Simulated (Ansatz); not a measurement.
Sn:

```
CELL_PARAMETERS angstrom
-2.02919 2.02919 1.66076
2.02919 -2.02919 1.66076
2.02919 2.02919 -1.66076
ATOMIC_POSITIONS crystal
Sn 0.00000 0.00000 0.00000
```

This isn't the form of Sn at room conditions, which is tetragonal (white tin).

* Program: Ansatz 0.2.0
* Task: relaxation of cell and atoms
* Functional: revPBE
* Dispersion: D3(BJ)
* Potentials or basis: Ansatz PAW
* Cutoff: 420 eV (not typed: the program's choice for these potentials)
* k mesh: 10 × 10 × 10
* Occupations: fermi-dirac, width 0.05 eV
* Spin: no spin polarisation

At the start: volume 27.35 Å³/atom.

**Question.** How do energy, volume and symmetry change on relaxing?

**Answer.** It ends after 4 steps and the volume is 26.03 Å³/atom (-4.9 %); space group I4/mmm (No. 139, to 0.05 Å).

Step by step:
```tsv
step	energy change (eV)	largest force (eV/Å)	volume (Å³)
1	0.0000	0.0000	27.35
2	-0.0117	0.0000	25.99
3	-0.0118	0.0000	26.03
4	-0.0115	0.0000	26.03
```

Final structure:
```xyz
1
Lattice="-1.9828 1.9828 1.6550 1.9828 -1.9828 1.6550 1.9828 1.9828 -1.6550" Properties=species:S:1:pos:R:3 pbc="T T T"
Sn    0.0000    0.0000    0.0000
```

Caveat: the plane-wave basis is chosen anew once the cell has moved, so the energies of steps on either side of that aren't comparable; pairwise dispersion overbinds metals, which lowers pressure and volume; the PAW data sets come from PBE, with cores solved anew for the run's functional, which leaves a small shift of forces and pressure.
